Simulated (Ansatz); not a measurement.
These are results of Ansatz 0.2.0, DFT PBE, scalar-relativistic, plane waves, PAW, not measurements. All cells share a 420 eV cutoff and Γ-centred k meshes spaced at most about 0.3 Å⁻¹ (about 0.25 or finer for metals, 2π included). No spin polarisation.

Each guess is relaxed in cell and atoms at zero pressure, on a coarse mesh first where it starts far from rest and then on a converged one. The steps can't lower the symmetry of the start, but it can rise. Energies are static (0 K, no zero-point motion).

Two unrelaxed guesses for Si₂Mo:

A.

```cif
data_structure
_symmetry_space_group_name_H-M 'Cmmm'
_symmetry_Int_Tables_number 65
_cell_length_a 6.8554
_cell_length_b 6.9152
_cell_length_c 4.2362
_cell_angle_alpha 90.000
_cell_angle_beta 90.000
_cell_angle_gamma 90.000
_cell_volume 200.83
loop_
_atom_site_label
_atom_site_type_symbol
_atom_site_symmetry_multiplicity
_atom_site_Wyckoff_symbol
_atom_site_fract_x
_atom_site_fract_y
_atom_site_fract_z
_atom_site_occupancy
Si1 Si 4 i 0.50000 0.25410 0.00000 1
Si2 Si 4 h 0.79652 0.00000 0.50000 1
Mo1 Mo 4 g 0.22426 0.00000 0.00000 1
```

B.

```cif
data_structure
_symmetry_space_group_name_H-M 'P6/mmm'
_symmetry_Int_Tables_number 191
_cell_length_a 3.8037
_cell_length_b 3.8037
_cell_length_c 8.6213
_cell_angle_alpha 90.000
_cell_angle_beta 90.000
_cell_angle_gamma 120.000
_cell_volume 108.02
loop_
_atom_site_label
_atom_site_type_symbol
_atom_site_symmetry_multiplicity
_atom_site_Wyckoff_symbol
_atom_site_fract_x
_atom_site_fract_y
_atom_site_fract_z
_atom_site_occupancy
Si1 Si 3 f 0.50000 0.00000 0.00000 1
Si2 Si 1 a 0.00000 0.00000 0.00000 1
Mo1 Mo 2 d 0.33333 0.66667 0.50000 1
```

Task: Do they relax into the same structure? If not, which is lower?

Result: No. B ends lower, by 144 meV/atom. A: Cmmm at 16.7 Å³/atom → P4/mmm at 19.3 Å³/atom; B: P6/mmm at 18.0 Å³/atom → P6/mmm at 16.2 Å³/atom. Counting Si atoms around Mo (those within 1.25 times the shortest such distance or 1.15 times the sum of covalent radii), the end of A and the end of B both have Mo 6. End of A. Conventional cell: a = 3.489 Å, c = 4.761 Å. Si on its first site has 4 Mo at 2.47 Å; around Si on its second site lie 2 Mo at 2.38 Å; around Mo lie 6 Si at 2.38–2.47 Å. End of B. Conventional cell: a = 5.256 Å, c = 4.076 Å. Si on a site of symmetry mmm has 4 Mo at 2.54 Å and 6 Si at 2.63 Å; Si on a site of symmetry 6/mmm has 6 Si at 2.63 Å; Mo has 6 Si at 2.54 Å and 3 Mo at 3.03 Å.

Cells without such a test can be saddle points. Shaken at random and relaxed again, the end of A falls into a cell with space group Cmc2_1 (No. 36), 0.64 eV/atom lower, so it is a saddle point or a shallow minimum. Neither end is the lowest form computed: that has space group I4/mmm (No. 139), is reached from a cell as deposited in COD and lies 0.79 eV/atom below the better end. Even the lowest of the cells shown lies +0.29 eV/atom against the elements. Some candidate types were left out of the draw beforehand, so a known form may be missing.
